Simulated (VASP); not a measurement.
# Sn (Im-3m) in VASP: further runs

One crystal, Sn, is run at these levels: PBE, r2SCAN; tasks: single point.

Everything below comes from runs of VASP 6.6.1. Logs are shortened: lines on timing, memory, paths and dates and some standing lists are left out, and cuts for length are marked.

## Step 1: The crystal as given

It takes space group Im-3m (No. 229, cubic). Conventional cell: a = 3.782 Å, b = 3.782 Å, c = 3.782 Å, α = 90.00°, β = 90.00°, γ = 90.00°. Around Sn (site symmetry m-3m) lie 8 Sn at 3.28 Å.

The cell was built by a generator and needn't be a form met in nature.

## Step 2: Single point, PBE

INCAR reads:

```
PREC = Accurate
ENCUT = 520
EDIFF = 1E-6
ISMEAR = 0
SIGMA = 0.05
LREAL = F
LASPH = T
NELM = 80
ALGO = Fast
ISIF = 2
LWAVE = F
LCHARG = F
GGA = PE
NBANDS = 13
```

KPOINTS reads:

```
regular mesh
0
Gamma
  8 8 8
```

POSCAR reads:

```
Sn
1.0
   -1.8911406569      1.8911406569      1.8911406569
    1.8911406569     -1.8911406569      1.8911406569
    1.8911406569      1.8911406569     -1.8911406569
Sn
1
Direct
    0.0000000000      0.0000000000      0.0000000000
```

Potentials or basis: VASP PAW PBE potentials, release 64 (Sn_d).

The run is started by

```console
$ cat potpaw_PBE.64/Sn_d/POTCAR > POTCAR
$ mpirun -np 1 vasp_std > vasp.out
```

OUTCAR:

```text
PREC = Accurate
   ENCUT = 520
   EDIFF = 1E-6
   ISMEAR = 0
   LREAL = F
   LASPH = T
   NELM = 80
   ISIF = 2
   GGA = PE

 ion  position               nearest neighbor table
   1  0.000  0.000  0.000-

  LATTYP: Found a body centered cubic cell.
 ALAT       =     3.7822813138

  Lattice vectors:

 A1 = (  -1.8911406569,   1.8911406569,   1.8911406569)
 A2 = (   1.8911406569,  -1.8911406569,   1.8911406569)
 A3 = (   1.8911406569,   1.8911406569,  -1.8911406569)

Analysis of symmetry for initial positions (statically):
=====================================================================
 Subroutine PRICEL returns:
 Original cell was already a primitive cell.

 Routine SETGRP: Setting up the symmetry group for a
 body centered cubic supercell.

 Subroutine GETGRP returns: Found 48 space group operations
 (whereof 48 operations were pure point group operations)
 out of a pool of 48 trial point group operations.

The static configuration has the point symmetry O_h .

Analysis of symmetry for dynamics (positions and initial velocities):
=====================================================================
 Subroutine PRICEL returns:
 Original cell was already a primitive cell.

 Routine SETGRP: Setting up the symmetry group for a
 body centered cubic supercell.

 Subroutine GETGRP returns: Found 48 space group operations
 (whereof 48 operations were pure point group operations)
 out of a pool of 48 trial point group operations.

The dynamic configuration has the point symmetry O_h .

 Subroutine INISYM returns: Found 48 space group operations
 (whereof 48 operations are pure point group operations),
 and found     1 'primitive' translations

----------------------------------------------------------------------------------------

                                     Primitive cell

  volume of cell :      27.0540

  direct lattice vectors                    reciprocal lattice vectors
    -1.891140657  1.891140657  1.891140657     0.000000000  0.264390699  0.264390699
     1.891140657 -1.891140657  1.891140657     0.264390699  0.000000000  0.264390699
     1.891140657  1.891140657 -1.891140657     0.264390699  0.264390699  0.000000000

  length of vectors
     3.275551702  3.275551702  3.275551702     0.373904912  0.373904912  0.373904912

  position of ions in fractional coordinates (direct lattice)
     0.000000000  0.000000000  0.000000000

  ion indices of the primitive-cell ions
   primitive index   ion index
                 1           1

----------------------------------------------------------------------------------------

 KPOINTS: regular mesh

Automatic generation of k-mesh.
 Grid dimensions read from file:
 generate k-points for:    8    8    8

 Generating k-lattice:

  Cartesian coordinates                     Fractional coordinates (reciprocal lattice)
     0.000000000  0.033048837  0.033048837     0.125000000  0.000000000  0.000000000
     0.033048837  0.000000000  0.033048837     0.000000000  0.125000000  0.000000000
     0.033048837  0.033048837  0.000000000     0.000000000  0.000000000  0.125000000

  Length of vectors
     0.046738114  0.046738114  0.046738114

  Shift w.r.t. Gamma in fractional coordinates (k-lattice)
     0.000000000  0.000000000  0.000000000

 Subroutine IBZKPT returns following result:
 ===========================================

 Found     29 irreducible k-points:

 Following reciprocal coordinates:
            Coordinates               Weight
  0.000000  0.000000  0.000000      1.000000
  0.125000  0.000000  0.000000     12.000000
  0.250000  0.000000  0.000000     12.000000
  0.375000  0.000000  0.000000     12.000000
  0.500000  0.000000  0.000000      6.000000
  0.125000  0.125000  0.000000     24.000000
[... 16 lines left out ...]
 -0.250000  0.250000  0.250000      6.000000
 -0.375000  0.375000  0.250000     24.000000
 [... further k-points ...]
   k-points           NKPTS =     29   k-points in BZ     NKDIM =     29   number of bands    NBANDS=     13
   number of dos      NEDOS =    301   number of ions     NIONS =      1
   total plane-waves  NPLWV =  13824
   dimension x,y,z NGX =    24 NGY =   24 NGZ =   24
   dimension x,y,z NGXF=    48 NGYF=   48 NGZF=   48
   ions per type =               1
   NGX,Y,Z   is equivalent  to a cutoff of  12.18, 12.18, 12.18 a.u.
   NGXF,Y,Z  is equivalent  to a cutoff of  24.36, 24.36, 24.36 a.u.
 SYSTEM =  unknown system
   PREC   = accura    normal or accurate (medium, high low for compatibility)
   ISTART =      0    job   : 0-new  1-cont  2-samecut
   ICHARG =      2    charge: 1-file 2-atom 10-const
   ISPIN  =      1    spin polarized calculation?
   LNONCOLLINEAR =      F non collinear calculations
   LSORBIT =      F    spin-orbit coupling
   LASPH  =      T    aspherical Exc in radial PAW
   ENCUT  =  520.0 eV  38.22 Ry    6.18 a.u.   6.09  6.09  6.09*2*pi/ulx,y,z
   NELM   =     80;   NELMIN=  2; NELMDL= -5     # of ELM steps
   EDIFF  = 0.1E-05   stopping-criterion for ELM
   LREAL  =      F    real-space projection
[... 7 lines left out ...]
   TEBEG  =    0.0;   TEEND  =   0.0 temperature during run
   PSTRESS=    0.0 pullay stress
   NELECT =      14.0000    total number of electrons
   NUPDOWN=      -1.0000    fix difference up-down
   EMIN   =  10.00;   EMAX   =-10.00  energy-range for DOS
   EFERMI =   0.00;   METHOD = LEGACY
   ISMEAR =     0;   SIGMA  =   0.05  broadening in eV -4-tet -1-fermi 0-gaus
   EFERMI_NEDOS =   21; number of points for ismear=-14 and -15
   IALGO  =     68    algorithm
   IMIX   =      4    mixing-type and parameters
     AMIX     =   0.40;   BMIX     =  1.00
     AMIX_MAG =   1.60;   BMIX_MAG =  1.00
  volume/ion in A,a.u.               =      27.05       182.57
  Fermi-wavevector in a.u.,A,eV,Ry     =   1.314338  2.483738 23.503846  1.727484
  Thomas-Fermi vector in A             =   2.444598
   LORBIT       =      0    0 simple, 1 ext, 2 COOP (PROOUT), +10 PAW based schemes
   GGA     = PE    functional components
   LHFCALC =     F    Hartree Fock is set to
   AEXX    =    0.0000 exact exchange contribution
   IVDW    =     0    specifies the selected vdW correction
   LEPSILON=     F    determine dielectric tensor
   LRPA    =     F    only Hartree local field effects (RPA)
 non-spin polarized calculation
 RMM-DIIS sequential band-by-band and
 Gauss-broadening in eV      SIGMA  =   0.05
  energy-cutoff  :      520.00
  volume of cell :       27.05
 maximum number of plane-waves:       736
   NGX = 13   NGY = 13   NGZ = 13

 number of electron      13.9999993 magnetization

 Free energy of the ion-electron system (eV)
  ---------------------------------------------------
  ext. energy  EPLUGINS =         0.00000000
  ---------------------------------------------------
  free energy    TOTEN  =        -3.75538701 eV

  energy without entropy =       -3.75291641  energy(sigma->0) =       -3.75415171

 E-fermi :   8.0479     XC(G=0): -10.3906

 val. band max:        8.0007434296   @ k =   0.2500   0.2500   0.0000
 cond. band min:       8.0479009348   @ k =   0.5000   0.5000   0.3750
 fundamental gap:      0.0471575053
 Fermi energy:         8.0478682135

 k-point     1 :       0.0000    0.0000    0.0000
  band No.  band energies     occupation
      1     -13.4221      2.00000
      2     -13.4221      2.00000
      3     -13.4221      2.00000
      4     -13.2815      2.00000
      5     -13.2815      2.00000
      6      -2.9740      2.00000
      7      16.1585      0.00000
      8      16.1585      0.00000
      9      16.1585      0.00000
     10      20.2719      0.00000
     11      20.2719      0.00000
     12      20.2720      0.00000
     13      20.9143      0.00000

 k-point     2 :       0.1250    0.0000    0.0000
  band No.  band energies     occupation
      1     -13.4289      2.00000
      2     -13.4125      2.00000
      3     -13.3899      2.00000
      4     -13.2889      2.00000
      5     -13.2825      2.00000
      6      -2.6317      2.00000
      7      13.6602      0.00000
      8      15.0248      0.00000
      9      15.7112      0.00000
     10      18.3613      0.00000
     11      18.7125      0.00000
     12      19.9086      0.00000
     13      21.7701      0.00000

 k-point     3 :       0.2500    0.0000    0.0000
  band No.  band energies     occupation
      1     -13.4453      2.00000
      2     -13.3973      2.00000
      3     -13.3112      2.00000
      4     -13.3001      2.00000
      5     -13.2847      2.00000
      6      -1.6040      2.00000
      7       9.6585      0.00000
      8      13.3483      0.00000
      9      14.7192      0.00000
     10      17.0861      0.00000
     11      17.4264      0.00000
     12      20.5002      0.00000
     13      22.4641      0.00000
[... 305 lines left out ...]
 k-point    23 :      -0.2500    0.2500    0.2500
  band No.  band energies     occupation
      1     -13.3602      2.00000
      2     -13.3367      2.00000
      3     -13.3367      2.00000
      4     -13.3197      2.00000
      5     -13.3149      2.00000
      6      -0.2470      2.00000
      7      10.3117      0.00000
      8      10.6168      0.00000
      9      10.6168      0.00000
     10      14.1927      0.00000
     11      21.9920      0.00000
     12      21.9945      0.00000
     13      22.4172      0.00000

 k-point    24 :      -0.3750    0.3750    0.2500
  band No.  band energies     occupation
      1     -13.3878      2.00000
      2     -13.3496      2.00000
      3     -13.3406      2.00000
      4     -13.2963      2.00000
      5     -13.2430      2.00000
      6       1.3993      2.00000
      7       7.2315      2.00000
      8       9.5215      0.00000
      9      10.7158      0.00000
     10      14.2623      0.00000
     11      19.0503      0.00000
     12      21.4162      0.00000
     13      22.1186      0.00000

 [... further k-points ...]
[... 5 lines left out ...]
  --------------------------------------------------------------------------------------
  -------------------------------------------------------------------------------------
  Total        0.2083974      0.2083974      0.2083974     -0.0000000      0.0000000     -0.0000000
  in kB       12.3415978     12.3415978     12.3415978     -0.0000000      0.0000000     -0.0000000
  external PRESSURE =      12.3415978 kB  Pullay stress =       0.0000000 kB

 VOLUME and BASIS-vectors are now :
 -----------------------------------------------------------------------------
  energy-cutoff  :      520.00
  volume of cell :       27.05
      direct lattice vectors                 reciprocal lattice vectors
    -1.891140657  1.891140657  1.891140657     0.000000000  0.264390699  0.264390699
     1.891140657 -1.891140657  1.891140657     0.264390699  0.000000000  0.264390699
     1.891140657  1.891140657 -1.891140657     0.264390699  0.264390699  0.000000000

 POSITION                                       TOTAL-FORCE (eV/Angst)
 -----------------------------------------------------------------------------------
      0.00000      0.00000      0.00000         0.000000      0.000000      0.000000
 -----------------------------------------------------------------------------------
    total drift:                               -0.000000      0.000000      0.000000

  FREE ENERGIE OF THE ION-ELECTRON SYSTEM (eV)
  ---------------------------------------------------
  free  energy   TOTEN  =        -3.7553870135 eV

  energy  without entropy=       -3.7529164135  energy(sigma->0) =       -3.75415171
```

Run time: 4.9 s. Hardware: 1 thread of Intel Xeon 6975P-C (Granite Rapids), shared host; peak memory 0.13 GiB.

Results:

- Free energy: -3.7554 eV
- Pressure: 1.2 GPa
- Band gap on the k mesh: none (metal or under the smearing width)

## Step 3: Single point, r2SCAN

This run uses another cell than the first one, of 27.11 Å³/atom, 1.002 times its volume.

POSCAR reads:

```
Sn
1.0
   -1.8924427724      1.8924427724      1.8924427724
    1.8924427724     -1.8924427724      1.8924427724
    1.8924427724      1.8924427724     -1.8924427724
Sn
1
Direct
    0.0000000000      0.0000000000      0.0000000000
```

INCAR.step1 reads:

```
  PREC = Accurate
  ENCUT = 520
  ISMEAR = 0
  SIGMA = 0.05
  LREAL = F
  LASPH = T
  NELM = 60
  NBANDS = 13
  GGA = PE
  ALGO = Normal
  EDIFF = 1E-4
  LWAVE = T
  LCHARG = F
```

INCAR.step2 reads:

```
  PREC = Accurate
  ENCUT = 520
  EDIFF = 1E-7
  ISMEAR = 0
  SIGMA = 0.05
  LREAL = F
  LASPH = T
  NELM = 60
  ALGO = Normal
  ISIF = 2
  LWAVE = F
  LCHARG = T
  METAGGA = R2SCAN
  LMIXTAU = T
  LELF = T
  LVHAR = T
  NBANDS = 13
  ISTART = 1
```

KPOINTS reads:

```
regular mesh
0
Gamma
  16 16 16
```

Potentials or basis: VASP PAW PBE potentials, release 64 (Sn_d).

The run is started by

```console
$ cat potpaw_PBE.64/Sn_d/POTCAR > POTCAR
$ cp INCAR.step1 INCAR
$ mpirun -np 1 vasp_std > vasp.out
$ cp INCAR.step2 INCAR
$ mpirun -np 1 vasp_std > vasp.out
```

Wall time 44 s (1 thread of Intel Xeon 6975P-C (Granite Rapids), shared host); peak memory 0.17 GiB.

It converged, with:

| Quantity | Value |
| --- | --- |
| Free energy | -24.4964 eV |
| Pressure | 0.0 GPa |
| Band gap on the k mesh | none (metal or under the smearing width) |

Levels at points of the mesh, in eV from the Fermi level:
```
           k point  band 3  band 4  band 5  band 6  band 7  band 8  band 9  band 10  band 11  band 12
(0.00, 0.00, 0.00)  -22.22  -22.07  -22.07  -11.63    8.50    8.50    8.50    12.96    12.96    12.96
(0.50, 0.00, 0.00)  -22.08  -22.07  -21.98   -6.61   -4.66    3.80    5.90     8.63     8.67    16.02
(0.50, 0.50, 0.50)  -22.00  -22.00  -22.00   -2.27   -0.55   -0.55   -0.55     4.23     4.23    19.16
```

Caveat: the PAW data sets were made with another functional, which shifts forces and pressure a little.

## Step 4: Single point, PBE

This run uses another cell than the first one, of 28.02 Å³/atom, 1.036 times its volume.

INCAR reads:

```
SYSTEM = Sn
PREC = Accurate
ENCUT = 520
EDIFF = 1E-7
ISMEAR = 0
SIGMA = 0.05
LREAL = .False.
LASPH = .True.
NELM = 80
ALGO = Normal
ISIF = 2
LWAVE = .False.
LCHARG = .True.
GGA = PE
LELF = .True.
LVHAR = .True.
NBANDS = 13
```

KPOINTS reads:

```
Automatic mesh
0
Gamma
  8 8 8
  0 0 0
```

POSCAR reads:

```
Sn
1.0
   -1.9132975019      1.9132975019      1.9132975019
    1.9132975019     -1.9132975019      1.9132975019
    1.9132975019      1.9132975019     -1.9132975019
Sn
1
Direct
    0.0000000000      0.0000000000      0.0000000000
```

The run is started by

```console
$ cat potpaw_PBE.64/Sn_d/POTCAR > POTCAR
$ mpirun -np 1 vasp_std > vasp.out
```

Run time: 6.6 s. Hardware: 1 thread of Intel Xeon 6975P-C (Granite Rapids), shared host; peak memory 0.15 GiB.

It converged, with:

* Free energy: -3.7591 eV
* Pressure: 0.0 GPa
* Band gap on the k mesh: none (metal or under the smearing width)

Levels at points of the mesh, in eV from the Fermi level:
```tsv
k point	band 4	band 5	band 6	band 7	band 8	band 9	band 10	band 11
(0.00, 0.00, 0.00)	-21.31	-21.31	-10.77	7.79	7.79	7.79	12.15	12.15
(0.50, 0.00, 0.00)	-21.32	-21.24	-6.28	-4.17	3.60	5.43	7.88	8.25
(0.50, 0.50, 0.50)	-21.26	-21.26	-2.54	-0.35	-0.35	-0.35	3.94	3.94
```

## Step 5: Single point, PBE

This run uses another cell than the first one, of 27.28 Å³/atom, 1.008 times its volume.

INCAR reads:

```
SYSTEM = Sn
PREC = Accurate
ENCUT = 520
EDIFF = 1E-6
ISMEAR = 0
SIGMA = 0.05
LREAL = .False.
LASPH = .True.
NELM = 80
ALGO = Normal
ISIF = 2
LWAVE = .False.
LCHARG = .False.
GGA = PE
NBANDS = 13
```

KPOINTS is that of step 4.

POSCAR reads:

```
Sn
1.0
   -1.8962967836      1.8962967836      1.8962967836
    1.8962967836     -1.8962967836      1.8962967836
    1.8962967836      1.8962967836     -1.8962967836
Sn
1
Direct
    0.0000000000      0.0000000000      0.0000000000
```

Potentials or basis: VASP PAW PBE potentials, release 64 (Sn_d).

The run is started by

```console
$ cat potpaw_PBE.64/Sn_d/POTCAR > POTCAR
$ mpirun -np 1 vasp_std > vasp.out
```

OUTCAR:

```text
SYSTEM = Sn
   PREC = Accurate
   ENCUT = 520
   EDIFF = 1E-6
   ISMEAR = 0
   LREAL = .False.
   LASPH = .True.
   NELM = 80
   ISIF = 2
   GGA = PE

 ion  position               nearest neighbor table
   1  0.000  0.000  0.000-

  LATTYP: Found a body centered cubic cell.
 ALAT       =     3.7925935672

  Lattice vectors:

 A1 = (  -1.8962967836,   1.8962967836,   1.8962967836)
 A2 = (   1.8962967836,  -1.8962967836,   1.8962967836)
 A3 = (   1.8962967836,   1.8962967836,  -1.8962967836)

[... 554 lines left out ...]
      5     -13.3375      2.00000
      6       1.3252      2.00000
      7       7.1336      2.00000
      8       9.4170      0.00000
      9      10.5907      0.00000
     10      14.1508      0.00000
     11      18.9056      0.00000
     12      21.2619      0.00000
     13      21.9538      0.00000

 [... further k-points ...]
[... 5 lines left out ...]
  --------------------------------------------------------------------------------------
  -------------------------------------------------------------------------------------
  Total        0.1477689      0.1477689      0.1477689      0.0000000      0.0000000     -0.0000000
  in kB        8.6799017      8.6799017      8.6799017      0.0000000      0.0000000     -0.0000000
  external PRESSURE =       8.6799017 kB  Pullay stress =       0.0000000 kB

 VOLUME and BASIS-vectors are now :
 -----------------------------------------------------------------------------
  energy-cutoff  :      520.00
  volume of cell :       27.28
      direct lattice vectors                 reciprocal lattice vectors
    -1.896296784  1.896296784  1.896296784     0.000000000  0.263671807  0.263671807
     1.896296784 -1.896296784  1.896296784     0.263671807  0.000000000  0.263671807
     1.896296784  1.896296784 -1.896296784     0.263671807  0.263671807  0.000000000

 POSITION                                       TOTAL-FORCE (eV/Angst)
 -----------------------------------------------------------------------------------
      0.00000      0.00000      0.00000        -0.000000     -0.000000      0.000000
 -----------------------------------------------------------------------------------
    total drift:                               -0.000000      0.000000      0.000000

  FREE ENERGIE OF THE ION-ELECTRON SYSTEM (eV)
  ---------------------------------------------------
  free  energy   TOTEN  =        -3.7568978639 eV

  energy  without entropy=       -3.7541387554  energy(sigma->0) =       -3.75551831
```

OSZICAR:

```text
N       E                     dE             d eps       ncg     rms          rms(c)
DAV:   1     0.793212276638E+02    0.79321E+02   -0.71622E+03   782   0.161E+03
DAV:   2     0.159703006714E+01   -0.77724E+02   -0.74960E+02   794   0.337E+02
DAV:   3    -0.365989792002E+01   -0.52569E+01   -0.52372E+01   952   0.732E+01
DAV:   4    -0.376609053953E+01   -0.10619E+00   -0.10617E+00   874   0.108E+01
DAV:   5    -0.376993881416E+01   -0.38483E-02   -0.38482E-02   988   0.202E+00    0.131E+00
DAV:   6    -0.376019263752E+01    0.97462E-02   -0.10132E-02   939   0.173E+00    0.725E-01
DAV:   7    -0.375702484132E+01    0.31678E-02   -0.66202E-03   949   0.133E+00    0.968E-02
DAV:   8    -0.375689648769E+01    0.12835E-03   -0.66755E-04   924   0.428E-01    0.215E-02
DAV:   9    -0.375689663187E+01   -0.14418E-06   -0.12401E-05  1006   0.447E-02    0.145E-02
DAV:  10    -0.375689777341E+01   -0.11415E-05   -0.23038E-06   894   0.163E-02    0.130E-03
DAV:  11    -0.375689786390E+01   -0.90491E-07   -0.61958E-08   507   0.371E-03
   1 F= -.37568979E+01 E0= -.37555183E+01  d E =-.275911E-02
```

Run time: 4.1 s. Hardware: 1 thread of Intel Xeon 6975P-C (Granite Rapids), shared host; peak memory 0.13 GiB.

Results:

```yaml
Free_energy: -3.7569 eV
Pressure: 0.9 GPa
Band_gap_on_the_k_mesh: none (metal or under the smearing width)
```

## Step 6: The runs side by side

| level | cell | k mesh | gap on the mesh (eV) | pressure (GPa) |
| --- | --- | --- | --- | --- |
| PBE | Im-3m, 27.05 Å³/atom | 8 × 8 × 8 | none | 1.2 |
| r2SCAN | Im-3m, 27.11 Å³/atom | 16 × 16 × 16 | none | 0.0 |
| PBE | Im-3m, 28.02 Å³/atom | 8 × 8 × 8 | none | 0.0 |
| PBE | Im-3m, 27.28 Å³/atom | 8 × 8 × 8 | none | 0.9 |

Alike in all rows: task single point; potentials or basis VASP PAW PBE potentials, release 64 (Sn_d); no spin polarisation; cutoff (eV) 520; smearing gaussian 0.05 eV.

Every run on the cell as given and a fine mesh finds a metal. The pressure there spans 0.0 GPa (PBE) to 1.2 GPa (PBE); a positive pressure means that this level wants a larger cell, a negative one a smaller.

Caveats: the PAW data sets were made with another functional, which shifts forces and pressure a little (some runs).

Total energies depend on the potentials used, so only differences within one code and one set of settings carry meaning.
